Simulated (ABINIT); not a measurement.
The system is TaS2.

```
Ta S
1.0
     3.35000    0.00000    0.00000
    -1.67500    2.90119    0.00000
     0.00000    0.00000    5.86000
Ta S
1 2
Cartesian
  0.0000 0.0000 0.0000
  1.6750 0.9671 4.3950
  0.0000 1.9341 1.4650
```

Program: ABINIT 10.8.3 (patched build). Alike in all runs: no spin polarisation; cell as given; cutoff (eV) 544; smearing fermi-dirac 0.05 eV.

Problem. Order these runs on this cell by their pressure, lowest first.
A. level LDA; potentials or basis JTH PAW LDA v2.0; k mesh 12 × 12 × 6
B. level PBEsol; potentials or basis JTH PAW PBE v2.0; k mesh 9 × 9 × 5
C. level BP86; potentials or basis JTH PAW PBE v2.0; k mesh 9 × 9 × 5
D. level OLYP; potentials or basis JTH PAW PBE v2.0; k mesh 9 × 9 × 5
E. level RPBE; potentials or basis JTH PAW PBE v2.0; k mesh 9 × 9 × 5

Solution. A (1.2 GPa), B (4.4 GPa), D (8.1 GPa), C (9.8 GPa), E (11.7 GPa).

Caveats: the PAW data sets were made with another functional, which shifts forces and pressure a little (some runs); this functional lacks dispersion, which binds the layers, so the pressure and a relaxed spacing across them are unreliable (some runs).

Runs at the PBE level aren't shown here.
